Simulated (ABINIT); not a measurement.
The system is BP.

```
CELL_PARAMETERS angstrom
0.00000 2.26900 2.26900
2.26900 0.00000 2.26900
2.26900 2.26900 0.00000
ATOMIC_POSITIONS crystal
P 0.75000 0.75000 0.75000
B 0.00000 0.00000 0.00000
```

```yaml
Program: ABINIT 10.8.3 (patched build)
Task: single point
Functional: PBE
Potentials_or_basis: JTH PAW PBE v2.0
Cutoff: 544 eV
k_mesh: 10 × 10 × 10
Occupations: fermi-dirac, width 0.05 eV
Spin: no spin polarisation
```

On this cell: pressure 1.0 GPa; largest force zero by symmetry; band gap on the k mesh 1.24 eV, indirect (least direct gap 3.40 eV).

The same run follows on a disturbed copy (atoms moved at random, drawn with an rms of 0.05 Å):

```
P B
1.0
     0.00000    2.26900    2.26900
     2.26900    0.00000    2.26900
     2.26900    2.26900    0.00000
P B
1 1
Direct
  0.75465 0.75555 0.74339
  0.99030 0.00905 0.99753
```

What does the disturbed cell give?

The energy moves by +6.6 meV/atom; pressure 1.1 GPa; largest force 0.685 eV/Å; band gap on the k mesh 0.89 eV, indirect (least direct gap 2.84 eV).

Forces on the atoms (eV/Å):
```
P    0.300 -0.420 -0.450
B   -0.300  0.420  0.450
```

Stress tensor (GPa, compression positive):
```
 1.15  1.18  1.10
 1.18  1.12 -0.77
 1.10 -0.77  1.11
```

A k mesh can miss the band edges.
